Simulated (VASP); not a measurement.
**GaAs: relaxation of cell and atoms with PBEsol0**

Crystal: GaAs.

```
CELL_PARAMETERS angstrom
0.00000 2.82685 2.82685
2.82685 0.00000 2.82685
2.82685 2.82685 0.00000
ATOMIC_POSITIONS crystal
As 0.75000 0.75000 0.75000
Ga 0.00000 0.00000 0.00000
```

- Program: VASP 6.6.1
- Task: relaxation of cell and atoms
- Functional: PBEsol0
- Potentials or basis: VASP PAW PBE potentials, release 64 (As, Ga_d)
- Cutoff: 600 eV
- k mesh: 4 × 4 × 4
- Occupations: fermi-dirac, width 0.05 eV
- Spin: no spin polarisation
- Grid for exact exchange (PRECFOCK): Normal
- Exchange at q = 0: truncated
- Further INCAR settings: ALGO = Normal; EDIFF = 1e-06; IBRION = 2; EDIFFG = -0.01; NSW = 40; ISIF = 3

* Relaxed volume: 22.23 Å³/atom
* Relaxed cell: a = 3.976 Å, b = 3.976 Å, c = 3.976 Å, α = 60.00°, β = 60.00°, γ = 60.00°
* Space group after relaxing (to 0.05 Å): F-43m (No. 216)
* Energy gained by relaxing: 1.4 meV/atom
* Ionic steps: 3
* Pressure after relaxing: 0.0 GPa
* Band gap on the k mesh: 2.21 eV, direct

The path:
```
step  energy change (eV)  largest force (eV/Å)  pressure (GPa)  volume (Å³)
   1              0.0000                0.0000           -1.22        45.18
   2             -0.0019                0.0000            0.78        44.07
   3             -0.0028                0.0000           -0.04        44.46
```

Final structure:
```yaml
crystal:
  lattice:
    - [0.00000, 2.81168, 2.81168]
    - [2.81168, 0.00000, 2.81168]
    - [2.81168, 2.81168, 0.00000]
  atoms:
    - { symbol: As, position: [0.75000, 0.75000, 0.75000] }
    - { symbol: Ga, position: [0.00000, 0.00000, 0.00000] }
```

Levels at points of the mesh, in eV from the valence-band top:
```tsv
k point	band 5	band 6	band 7	band 8	band 9	band 10	band 11	band 12	band 13
(0.00, 0.00, 0.00)	-17.38	-14.21	0.00	0.00	0.00	2.21	5.23	5.23	5.23
(0.50, 0.00, 0.00)	-17.38	-12.21	-7.42	-1.28	-1.28	2.46	6.15	6.15	9.25
(0.50, 0.50, 0.00)	-17.37	-11.35	-7.57	-3.02	-3.02	2.65	2.97	12.37	12.37
```

Run time: 18 min on 1 thread of Intel(R) Xeon(R) Platinum 8259CL CPU @ 2.50GHz (Skylake/Cascade Lake), with other jobs on the host, peak memory 0.2 GiB.

Caveat: the k mesh is coarse (spacing up to 0.48 Å⁻¹), so the values aren't converged, least of all with exact exchange; the PAW data sets were made with another functional, which shifts forces and pressure a little. A k mesh can miss the band edges.
